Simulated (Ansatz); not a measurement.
Rock-salt NaBr, relaxed in Ansatz (plane waves) with several semilocal functionals. Each gives its own volume and its own bulk modulus:

```tsv
level	V0 (Å³/atom)	bulk modulus B0 (GPa)	ln V0	ln B0
LDA	24.196	26.47	3.1862	3.2760
r²SCAN	26.300	22.41	3.2696	3.1095
PBE	27.490	19.37	3.3138	2.9637
```

Q: Fit a straight line to ln B0 against ln V0. What does it predict for PBEsol, whose volume is 26.030 Å³/atom?

A: With x = ln V0 and y = ln B0: means 3.25653 and 3.11640; Σ(Δx Δy) = -0.02006, Σ(Δx²) = 0.008397, so the slope is -2.39. At x = 3.2592 the line gives y = 3.11640 + (-2.39) × (3.2592 − 3.25653) = 3.1100, or 22.42 GPa. The run with PBEsol gives 21.48 GPa, -4.2 % from the line. The rows used scatter about it by up to 2.5 %, while the largest value lies 37 % above the smallest. For comparison, PBE's own equation of state has B′ = 4.6, the slope −d ln B/d ln V at a fixed functional; the two needn't agree, since functionals also differ at one volume.

Measured: 22.6 GPa (measured, 4 K, zero-point motion not removed; as tabulated in Doll and Stoll (1998), arXiv:cond-mat/9801031).

Ansatz's density-functional and Hartree–Fock values are scalar-relativistic unless marked +SOC, with PAW data made under PBE.

Ansatz is a quantum-chemistry and plane-wave program.
